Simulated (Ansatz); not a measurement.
Contact densities of LiF against volume

```
Li F
1.0
     0.00000    2.01400    2.01400
     2.01400    0.00000    2.01400
     2.01400    2.01400    0.00000
Li F
1 1
Direct
  0.00000 0.00000 0.00000
  0.50000 0.50000 0.50000
```

Atoms are numbered in the order listed.

The geometry is COD entry 1010990, unchecked; take it as a test cell.

These are results of DFT, LDA, all-electron PAW with datasets made for the crystal, scalar-relativistic (Ansatz 0.2.0), not measurements.

Numerical set-up: a Γ-centred 10×10×10 k mesh, Fermi–Dirac smearing of 0.03 eV, cutoff 380 eV (chosen by the program for this cell), no spin polarisation.

The contact density is the mean electron density over the nuclear volume; its changes follow the s electrons' response to bonding and compression. Changes below are taken from the unscaled cell, where it is 91.291 e/Å³ at Li1, 3084.47 e/Å³ at F2.

Volumes at which the program chose other datasets or cutoffs are left out.

The datasets are made afresh for each cell, so very small changes are uncertain.

Q: Does compression raise or lower the contact density at F2?

A: It lowers it, by 0.07 e/Å³ over the whole range.

Q: Tabulate the changes with volume.

A: 
```csv
V/V(cell),P (GPa),Δρ(0) Li1 (e/Å³),Δρ(0) F2 (e/Å³)
0.9800,-5.2,0.01,-0.07
0.9900,-5.8,0.01,-0.03
1.0000,-6.4,0.00,0.00
```
